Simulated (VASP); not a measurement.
**BAs in VASP: one cell, several levels of theory**

An exercise on one series of results from a longer session: the logs are not shown, and one member is left open.

The runs shown are made with VASP 6.6.1. PAW datasets, plane waves. The calculation is spin-unpolarised, and the structure need not be a phase that has been made.

**The system as given**

The cell comes from an earlier relaxation with r2SCAN in another program.

Space group Pm-3m (No. 221), cubic; a = 2.925 Å in the conventional setting, 12.51 Å³ an atom. B has 8 As at 2.53 Å; As has 8 B at 2.53 Å.

Coordinates:

Space group Pm-3m (No. 221). a = 2.925 Å, b = 2.925 Å, c = 2.925 Å, α = 90.00°, β = 90.00°, γ = 90.00°
| atom | site | symmetry | x | y | z |
| --- | --- | --- | --- | --- | --- |
| B | 1a | m-3m | 0.0000 | 0.0000 | 0.0000 |
| As | 1b | m-3m | 0.5000 | 0.5000 | 0.5000 |

The first run:

File INCAR:

```
ENCUT = 520.000000
SIGMA = 0.020000
EDIFF = 1.00e-07
GGA = PE
PREC = Accurate
IBRION = -1
ISIF = 2
ISMEAR = -1
NBANDS = 11
NELM = 120
NSW = 0
LASPH = .TRUE.
LCHARG = .FALSE.
LWAVE = .FALSE.
LREAL = .FALSE.
```

File KPOINTS:

```
KPOINTS created by Atomic Simulation Environment
0
Gamma
8 8 8
0 0 0
```

File KPOINTS_OPT:

```
special points
6
Reciprocal
0.0000000000 0.0000000000 0.0000000000 1
0.0000000000 0.5000000000 0.0000000000 1
0.5000000000 0.5000000000 0.0000000000 1
0.5000000000 0.5000000000 0.5000000000 1
0.5000000000 0.5000000000 0.4500000000 1
0.3000000000 0.5000000000 0.3000000000 1
```

File POSCAR:

```
B  As
 1.0000000000000000
     2.9251576851005612    0.0000000000000000   -0.0000000000000000
     0.0000000000000000    2.9251576851005612    0.0000000000000000
    -0.0000000000000000    0.0000000000000000    2.9251576851005612
 B   As
   1   1
Cartesian
  0.0000000000000000 -0.0000000000000000 -0.0000000000000000
  1.4625788425502806  1.4625788425502806  1.4625788425502806
```

The run uses the recommended PBE PAW datasets (8 valence electrons a neutral cell).

Steps of the session up to this table: PBE; r2SCAN at this geometry; Single point with LDA; Single point with PBEsol; PBE+SOC at this geometry.

One of the session's tables, all rows but one given; the rest of the session is left out.

| level | gap (eV) | pressure (GPa) | Ansatz: gap (eV) | Ansatz: pressure (GPa) |
| --- | --- | --- | --- | --- |
| PBE | -5.70 | 0.85 | -5.70 | 0.66 |
| r2SCAN | -6.13 | 0.07 | -6.14 | 0.02 |
| LDA | -5.62 | -4.95 | -5.62 | -5.32 |
| PBEsol | ? | ? | ? | ? |
| PBE+SOC | -5.69 | 0.87 | -5.69 | 0.68 |

Estimate the missing values for PBEsol.

The run gave: gap (eV): -5.75; pressure (GPa): -3.05; Ansatz: gap (eV): -5.75; Ansatz: pressure (GPa): -3.40. In the column «gap (eV)» it lies between r2SCAN (-6.13) and PBE (-5.70).

A negative gap is an overlap of bands.

No gap over 0.02 eV opens at any of these levels. The PBE bands overlap with and without spin-orbit coupling. Leaving spin-orbit runs aside: The pressure is highest with PBE (0.8 GPa) and lowest with LDA (-4.9 GPa), which orders the cells that they would relax to. The two programs agree on the overlap of the bands within 0.02 eV, far less than the spread between functionals. Each program uses its own PAW datasets and cutoff. VASP's cell holds 8 valence electrons and Ansatz's 18. LDA means the Perdew–Zunger form in VASP and the Perdew–Wang form in Ansatz.
